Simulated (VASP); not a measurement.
MgO: band structure with HSE03

**What was measured.**

“Electronic structure of alkaline earth and post-transition metal oxides”, 2009, arxiv:0908.1581 quotes, for a bulk crystal of MgO: band gap 7.83 eV.

Crystal: MgO.

```
Mg O
1.0
     0.00000    2.09700    2.09700
     2.09700    0.00000    2.09700
     2.09700    2.09700    0.00000
Mg O
1 1
Direct
  0.00000 0.00000 0.00000
  0.50000 0.50000 0.50000
```

The cell is a database's computed one.

```json
{"Program": "VASP 6.6.1", "Task": "band structure", "Functional": "HSE03", "Potentials or basis": "VASP PAW PBE potentials, release 64 (Mg, O)", "Cutoff": "520 eV", "k mesh": "8 × 8 × 8", "Occupations": "gaussian, width 0.02 eV", "Spin": "no spin polarisation", "Ladder": "gaps", "Grid for exact exchange (PRECFOCK)": "Fast", "Further INCAR settings": "ALGO = Normal; EDIFF = 1e-07; NBANDS = 11"}
```

The pressure is 0.8 GPa. The band gap on the k mesh is 6.33 eV, direct and the band gap along the path is 6.33 eV, direct.

Levels at the corners of the path, in eV from the valence-band top:
| point | band 1 | band 2 | band 3 | band 4 | band 5 | band 6 | band 7 | band 8 | band 9 |
| --- | --- | --- | --- | --- | --- | --- | --- | --- | --- |
| Γ | -18.85 | 0.00 | 0.00 | 0.00 | 6.33 | 17.55 | 17.55 | 17.55 | 21.53 |
| X | -17.19 | -4.40 | -1.47 | -1.47 | 10.61 | 11.72 | 15.21 | 21.28 | 21.28 |
| X | -17.19 | -4.40 | -1.47 | -1.47 | 10.61 | 11.72 | 15.21 | 21.28 | 21.28 |
| W | -17.14 | -3.18 | -3.18 | -1.90 | 13.47 | 13.47 | 14.07 | 17.51 | 24.12 |
| W | -17.14 | -3.18 | -3.18 | -1.90 | 13.47 | 13.47 | 14.07 | 17.51 | 24.12 |
| K | -17.18 | -3.76 | -2.91 | -1.25 | 11.72 | 13.66 | 14.52 | 20.27 | 20.38 |
| K | -17.18 | -3.76 | -2.91 | -1.25 | 11.72 | 13.66 | 14.52 | 20.27 | 20.38 |
| Γ | -18.85 | 0.00 | 0.00 | 0.00 | 6.33 | 17.55 | 17.55 | 17.55 | 21.53 |
| Γ | -18.85 | 0.00 | 0.00 | 0.00 | 6.33 | 17.55 | 17.55 | 17.55 | 21.53 |
| L | -17.47 | -4.95 | -0.72 | -0.72 | 9.50 | 14.72 | 18.17 | 18.17 | 22.95 |
| L | -17.47 | -4.95 | -0.72 | -0.72 | 9.50 | 14.72 | 18.17 | 18.17 | 22.95 |
| U | -17.18 | -3.76 | -2.91 | -1.25 | 11.72 | 13.66 | 14.52 | 20.27 | 20.38 |
| U | -17.18 | -3.76 | -2.91 | -1.25 | 11.72 | 13.66 | 14.52 | 20.27 | 20.38 |
| W | -17.14 | -3.18 | -3.18 | -1.90 | 13.47 | 13.47 | 14.07 | 17.51 | 24.12 |
| W | -17.14 | -3.18 | -3.18 | -1.90 | 13.47 | 13.47 | 14.07 | 17.51 | 24.12 |
| L | -17.47 | -4.95 | -0.72 | -0.72 | 9.50 | 14.72 | 18.17 | 18.17 | 22.95 |
| L | -17.47 | -4.95 | -0.72 | -0.72 | 9.50 | 14.72 | 18.17 | 18.17 | 22.95 |
| K | -17.18 | -3.76 | -2.91 | -1.25 | 11.72 | 13.66 | 14.52 | 20.27 | 20.38 |
| U | -17.18 | -3.76 | -2.91 | -1.25 | 11.72 | 13.66 | 14.52 | 20.27 | 20.38 |
| X | -17.19 | -4.40 | -1.47 | -1.47 | 10.61 | 11.72 | 15.21 | 21.28 | 21.28 |

Run time: 7.5 min on 4 MPI ranks on Intel(R) Xeon(R) Platinum 8488C (Sapphire Rapids) (shared host), peak memory 0.28 GiB a rank.

A measured gap of MgO is 7.83 eV (quoted in “Electronic structure of alkaline earth and post-transition metal oxides”, 2009, arxiv:0908.1581); the calculated 6.33 eV misses it by -1.50 eV. The value is that of HSE03, without temperature or zero-point motion. The cell is a database's relaxed one, not the measured one, which moves gaps too.

Caveat: the PAW data sets were made with another functional, which shifts forces and pressure a little.
